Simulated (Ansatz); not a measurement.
A run of Ansatz 0.2.0:

The input input.yaml:

```yaml
crystal:
  lattice:
    - [2.98589209, 0.0, 0.0]
    - [-1.492946045, 2.5858584029, 0.0]
    - [0.0, 0.0, 4.5501868]
  atoms:
    - { symbol: W, position: [0.6666666667, 0.3333333333, 0.253669] }
    - { symbol: W, position: [0.3333333333, 0.6666666667, 0.746331] }
    - { symbol: C, position: [0.0, 0.0, 0.0] }
hamiltonian:
  xc: { exchange: slater, correlation: vwn5 }
  pseudopotentials: { kind: nc, accuracy: standard, xc_functional: lda }
kpoints:
  mp_grid: { grid: [10, 10, 6] }
scf:
  occupations: { method: methfessel_paxton, width: 0.025 }
  n_extra_bands: 7
output:
  forces: true
  stress: true
  eigenvalues: true
  dos: { projected: true, de: 0.05, nscf_kmesh: { grid: [15, 15, 9] } }
```

Potentials or basis: PseudoDojo standard (LDA files).

Command:

```bash
$ ansatz run input.yaml --threads 2 --pin off --max-ram 5120MiB --backend cpu --events-out ev --progress --plain --runs-dir out
```

Hardware: 2 threads of Intel(R) Xeon(R) Platinum 8488C (Sapphire Rapids), on a shared host.

Estimate the wall time of this run.

Run time: 14 s on 2 threads of Intel(R) Xeon(R) Platinum 8488C (Sapphire Rapids) (shared host), peak memory 0.61 GiB. Counts: scf iterations 8, plane waves 2983, k points 72, bands 23.
